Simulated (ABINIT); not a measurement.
SiC (Moissanite):

```
CELL_PARAMETERS angstrom
3.07600 0.00000 0.00000
-1.53800 2.66389 0.00000
0.00000 0.00000 5.04800
ATOMIC_POSITIONS crystal
Si 0.66667 0.33333 0.50000
Si 0.33333 0.66667 0.00000
C 0.66667 0.33333 0.88500
C 0.33333 0.66667 0.38500
```

```yaml
Program: ABINIT 10.8.3 (patched build)
Task: relaxation of cell and atoms
Functional: revPBE
Potentials_or_basis: JTH PAW PBE v2.0
Cutoff: 626 eV
k_mesh: 10 × 10 × 5
Occupations: fermi-dirac, width 0.05 eV
Spin: no spin polarisation
```

At the start: pressure 5.6 GPa; volume 10.34 Å³/atom.

Problem. How do energy, volume and symmetry change on relaxing?

Solution. Over 7 steps the energy falls by 12.8 meV/atom and the volume is 10.60 Å³/atom (+2.5 %); space group P6_3mc (No. 186, to 0.05 Å).

The path:
| step | energy change (eV) | largest force (eV/Å) | pressure (GPa) | volume (Å³) |
| --- | --- | --- | --- | --- |
| 1 | 0.0000 | 0.7520 | 5.58 | 41.36 |
| 2 | -0.0360 | 0.4624 | 1.60 | 42.07 |
| 3 | -0.0478 | 0.1594 | -0.61 | 42.51 |
| 4 | -0.0499 | 0.0531 | -0.66 | 42.52 |
| 5 | -0.0510 | 0.0127 | -0.21 | 42.43 |
| 6 | -0.0512 | 0.0050 | -0.02 | 42.39 |
| 7 | -0.0512 | 0.0004 | 0.00 | 42.38 |

Final structure:
```cif
data_structure
_symmetry_space_group_name_H-M 'P 1'
_symmetry_Int_Tables_number 1
_cell_length_a 3.1010
_cell_length_b 3.1010
_cell_length_c 5.0891
_cell_angle_alpha 90.000
_cell_angle_beta 90.000
_cell_angle_gamma 120.000
_cell_volume 42.38
loop_
_atom_site_label
_atom_site_type_symbol
_atom_site_fract_x
_atom_site_fract_y
_atom_site_fract_z
_atom_site_occupancy
Si1 Si 0.66667 0.33333 0.50455 1
Si2 Si 0.33333 0.66667 0.00455 1
C1 C 0.66667 0.33333 0.88045 1
C2 C 0.33333 0.66667 0.38045 1
```

Caveat: the PAW data sets were made with another functional, which shifts forces and pressure a little.
